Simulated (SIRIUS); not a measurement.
Set up this calculation in SIRIUS 7.12.0, as the native input.

```
Task                                        : single point
Functional                                  : PBE
Potentials or basis                         : all-electron FP-LAPW
Cutoff                                      : 178 eV
Basis                                       : apw+lo standard
k mesh                                      : 9 × 9 × 9
Occupations                                 : fermi-dirac, width 0.05 eV
Spin                                        : no spin polarisation
Muffin tin radii                            : Nb 2.43, P 2.19 bohr
Basis cutoff (gk_cutoff)                    : 3.62 1/bohr
Cutoff of density and potential (pw_cutoff) : 20 1/bohr
lmax of the basis                           : 10
lmax of density and potential               : 8
Valence relativity                          : iora
Core states                                 : Nb 1s2s2p3s3p3d, P 1s
Local orbitals (radial functions)           : Nb 13, P 12
Reference energy of the basis               : 0.38 Ha
Smallest sphere radius times basis cutoff   : 7.93
Start of the SCF                            : LDA density
```

NbP:

```
Nb P
1.0
    -1.67492    1.67492    5.74011
     1.67492   -1.67492    5.74011
     1.67492    1.67492   -5.74011
Nb P
2 2
Direct
  0.25356 0.73558 0.47828
  0.49819 0.49312 0.98852
  0.84694 0.31408 0.49538
  0.06652 0.07829 0.98995
```

The cell is a database's computed one.

The cell isn't the ideal one: atoms moved at random.

These files were run (other wordings do the same):

sirius.json

```json
{
  "control": {
    "processing_unit": "cpu",
    "std_evp_solver_name": "lapack",
    "gen_evp_solver_name": "lapack",
    "verbosity": 2,
    "print_forces": true,
    "ortho_rf": true,
    "use_second_variation": true,
    "rmt_max": 3.0,
    "num_bands_to_print": 24,
    "save_wf": true
  },
  "parameters": {
    "electronic_structure_method": "full_potential_lapwlo",
    "xc_functionals": ["XC_GGA_X_PBE", "XC_GGA_C_PBE"],
    "core_relativity": "dirac",
    "valence_relativity": "iora",
    "num_fv_states": 39,
    "smearing": "fermi_dirac",
    "smearing_width": 0.0018374661,
    "pw_cutoff": 20,
    "gk_cutoff": 3.62,
    "lmax_apw": 10,
    "lmax_rho": 8,
    "lmax_pot": 8,
    "num_mag_dims": 0,
    "auto_rmt": 0,
    "ngridk": [9, 9, 9],
    "shiftk": [0, 0, 0],
    "num_dft_iter": 80,
    "energy_tol": 1e-07,
    "density_tol": 1e-05,
    "use_symmetry": true
  },
  "settings": {"tol_ne": 1e-10},
  "iterative_solver": {"type": "exact"},
  "mixer": {"type": "anderson", "beta": 0.5, "max_history": 8},
  "unit_cell": {
    "lattice_vectors": [
      [-3.1651462306, 3.1651462306, 10.8472323782],
      [3.1651462306, -3.1651462306, 10.8472323782],
      [3.1651462306, 3.1651462306, -10.8472323782]
    ],
    "atom_types": ["Nb", "P"],
    "atom_files": {"Nb": "Nb.json", "P": "P.json"},
    "atoms": {
      "Nb": [[0.253561, 0.735582, 0.478283], [0.498191, 0.493121, -0.011483]],
      "P": [[0.846944, 0.314082, 0.495379], [0.06652, 0.078287, -0.010049]]
    }
  }
}
```

Nb.json

```json
{
  "name": "niobium",
  "symbol": "Nb",
  "number": 41,
  "mass": 92.90638,
  "rmin": 1e-06,
  "rmt": 2.43,
  "nrmt": 800,
  "rinf": 17.91,
  "core": "1s2s2p3s3p3d",
  "valence": [
    {"basis": [{"enu": 0.18, "dme": 0, "n": 0, "auto": 0}, {"enu": 0.18, "dme": 1, "n": 0, "auto": 0}]},
    {"l": 0, "n": 1, "basis": [{"enu": 0.28, "dme": 0, "n": 0, "auto": 0}]},
    {"l": 1, "n": 2, "basis": [{"enu": 0.28, "dme": 0, "n": 0, "auto": 0}]},
    {"l": 2, "n": 3, "basis": [{"enu": 0.28, "dme": 0, "n": 0, "auto": 0}]},
    {"l": 3, "n": 4, "basis": [{"enu": 0.28, "dme": 0, "n": 0, "auto": 0}]}
  ],
  "lo": [
    {"l": 0, "basis": [{"enu": 0.28, "dme": 0, "n": 0, "auto": 0}, {"enu": 0.28, "dme": 1, "n": 0, "auto": 0}]},
    {
      "l": 0,
      "basis": [{"enu": -1.7446, "dme": 0, "n": 4, "auto": 1}, {"enu": -1.7446, "dme": 1, "n": 4, "auto": 1}]
    },
    {
      "l": 0,
      "basis": [{"enu": -1.7446, "dme": 1, "n": 4, "auto": 1}, {"enu": 0.28, "dme": 0, "n": 0, "auto": 0}]
    },
    {"l": 0, "basis": [{"enu": 0.28, "dme": 0, "n": 0, "auto": 0}, {"enu": 2.9896, "dme": 0, "n": 0, "auto": 0}]},
    {"l": 1, "basis": [{"enu": 0.28, "dme": 0, "n": 0, "auto": 0}, {"enu": 0.28, "dme": 1, "n": 0, "auto": 0}]},
    {
      "l": 1,
      "basis": [{"enu": -0.8722, "dme": 0, "n": 4, "auto": 1}, {"enu": -0.8722, "dme": 1, "n": 4, "auto": 1}]
    },
    {
      "l": 1,
      "basis": [{"enu": -0.8722, "dme": 1, "n": 4, "auto": 1}, {"enu": 0.28, "dme": 0, "n": 0, "auto": 0}]
    },
    {"l": 1, "basis": [{"enu": 0.28, "dme": 0, "n": 0, "auto": 0}, {"enu": 3.3961, "dme": 0, "n": 0, "auto": 0}]},
    {"l": 2, "basis": [{"enu": 0.28, "dme": 0, "n": 0, "auto": 0}, {"enu": 0.28, "dme": 1, "n": 0, "auto": 0}]},
    {"l": 2, "basis": [{"enu": 0.28, "dme": 1, "n": 0, "auto": 0}, {"enu": 0.28, "dme": 2, "n": 0, "auto": 0}]},
    {"l": 2, "basis": [{"enu": 0.28, "dme": 0, "n": 0, "auto": 0}, {"enu": 2.9219, "dme": 0, "n": 0, "auto": 0}]},
    {"l": 3, "basis": [{"enu": 0.28, "dme": 0, "n": 0, "auto": 0}, {"enu": 0.28, "dme": 1, "n": 0, "auto": 0}]},
    {"l": 3, "basis": [{"enu": 0.28, "dme": 0, "n": 0, "auto": 0}, {"enu": 3.2267, "dme": 0, "n": 0, "auto": 0}]}
  ],
  "free_atom": [... radial grid and density of the free atom, the start of the SCF ...]
}
```

P.json

```json
{
  "name": "phosphorus",
  "symbol": "P",
  "number": 15,
  "mass": 30.973762,
  "rmin": 1e-06,
  "rmt": 2.19,
  "nrmt": 800,
  "rinf": 15.16,
  "core": "1s",
  "valence": [
    {"basis": [{"enu": 0.18, "dme": 0, "n": 0, "auto": 0}, {"enu": 0.18, "dme": 1, "n": 0, "auto": 0}]},
    {"l": 0, "n": 1, "basis": [{"enu": 0.1755, "dme": 0, "n": 0, "auto": 0}]},
    {"l": 1, "n": 2, "basis": [{"enu": 0.28, "dme": 0, "n": 0, "auto": 0}]},
    {"l": 2, "n": 3, "basis": [{"enu": 0.28, "dme": 0, "n": 0, "auto": 0}]},
    {"l": 3, "n": 4, "basis": [{"enu": 0.28, "dme": 0, "n": 0, "auto": 0}]}
  ],
  "lo": [
    {
      "l": 0,
      "basis": [{"enu": 0.1755, "dme": 0, "n": 0, "auto": 0}, {"enu": 0.1755, "dme": 1, "n": 0, "auto": 0}]
    },
    {
      "l": 0,
      "basis": [{"enu": 0.1755, "dme": 1, "n": 0, "auto": 0}, {"enu": 0.1755, "dme": 2, "n": 0, "auto": 0}]
    },
    {
      "l": 0,
      "basis": [{"enu": -5.8706, "dme": 0, "n": 2, "auto": 1}, {"enu": -5.8706, "dme": 1, "n": 2, "auto": 1}]
    },
    {
      "l": 0,
      "basis": [{"enu": 0.1755, "dme": 0, "n": 0, "auto": 0}, {"enu": 2.6775, "dme": 0, "n": 0, "auto": 0}]
    },
    {"l": 1, "basis": [{"enu": 0.28, "dme": 0, "n": 0, "auto": 0}, {"enu": 0.28, "dme": 1, "n": 0, "auto": 0}]},
    {
      "l": 1,
      "basis": [{"enu": -4.0888, "dme": 0, "n": 2, "auto": 1}, {"enu": -4.0888, "dme": 1, "n": 2, "auto": 1}]
    },
    {
      "l": 1,
      "basis": [{"enu": -4.0888, "dme": 1, "n": 2, "auto": 1}, {"enu": 0.28, "dme": 0, "n": 0, "auto": 0}]
    },
    {"l": 1, "basis": [{"enu": 0.28, "dme": 0, "n": 0, "auto": 0}, {"enu": 4.1165, "dme": 0, "n": 0, "auto": 0}]},
    {"l": 2, "basis": [{"enu": 0.28, "dme": 0, "n": 0, "auto": 0}, {"enu": 0.28, "dme": 1, "n": 0, "auto": 0}]},
    {"l": 2, "basis": [{"enu": 0.28, "dme": 1, "n": 0, "auto": 0}, {"enu": 0.28, "dme": 2, "n": 0, "auto": 0}]},
    {"l": 2, "basis": [{"enu": 0.28, "dme": 0, "n": 0, "auto": 0}, {"enu": 3.5326, "dme": 0, "n": 0, "auto": 0}]},
    {"l": 3, "basis": [{"enu": 0.28, "dme": 0, "n": 0, "auto": 0}, {"enu": 0.28, "dme": 1, "n": 0, "auto": 0}]}
  ],
  "free_atom": [... radial grid and density of the free atom, the start of the SCF ...]
}
```

sirius_start.json

```json
{
  "control": {
    "processing_unit": "cpu",
    "std_evp_solver_name": "lapack",
    "gen_evp_solver_name": "lapack",
    "verbosity": 1,
    "print_forces": false,
    "ortho_rf": true,
    "use_second_variation": true,
    "rmt_max": 3.0,
    "num_bands_to_print": 24,
    "save_wf": false
  },
  "parameters": {
    "electronic_structure_method": "full_potential_lapwlo",
    "xc_functionals": ["XC_LDA_X", "XC_LDA_C_PW"],
    "core_relativity": "dirac",
    "valence_relativity": "iora",
    "num_fv_states": 39,
    "smearing": "fermi_dirac",
    "smearing_width": 0.0055123983,
    "pw_cutoff": 20,
    "gk_cutoff": 2.9,
    "lmax_apw": 10,
    "lmax_rho": 8,
    "lmax_pot": 8,
    "num_mag_dims": 0,
    "auto_rmt": 0,
    "ngridk": [4, 4, 4],
    "shiftk": [0, 0, 0],
    "num_dft_iter": 30,
    "energy_tol": 0.01,
    "density_tol": 0.05,
    "use_symmetry": true
  },
  "settings": {"tol_ne": 1e-10},
  "iterative_solver": {"type": "exact"},
  "mixer": {"type": "anderson", "beta": 0.5, "max_history": 8},
  "unit_cell": {
    "lattice_vectors": [
      [-3.1651462306, 3.1651462306, 10.8472323782],
      [3.1651462306, -3.1651462306, 10.8472323782],
      [3.1651462306, 3.1651462306, -10.8472323782]
    ],
    "atom_types": ["Nb", "P"],
    "atom_files": {"Nb": "Nb.json", "P": "P.json"},
    "atoms": {
      "Nb": [[0.253561, 0.735582, 0.478283], [0.498191, 0.493121, -0.011483]],
      "P": [[0.846944, 0.314082, 0.495379], [0.06652, 0.078287, -0.010049]]
    }
  }
}
```

Potentials or basis: all-electron FP-LAPW, apw+lo standard.

Command:

```console
$ OMP_NUM_THREADS=1 sirius.scf --input=sirius_start.json --output=start.json
$ OMP_NUM_THREADS=1 sirius.scf --input=sirius.json --output=output.json --task=1
```

It gave:

```
Largest force                                     : 1.268 eV/Å
Band gap on the k mesh                            : none (metal or under the smearing width)
All electrons inside the program's atomic spheres : Nb 38.77, 38.81; P 13.51, 13.48 (radii Nb 2.43, P 2.19 bohr)
```

Wall time 28 min on 1 thread of Arm Neoverse V1 (shared host), peak memory 2.5 GiB.
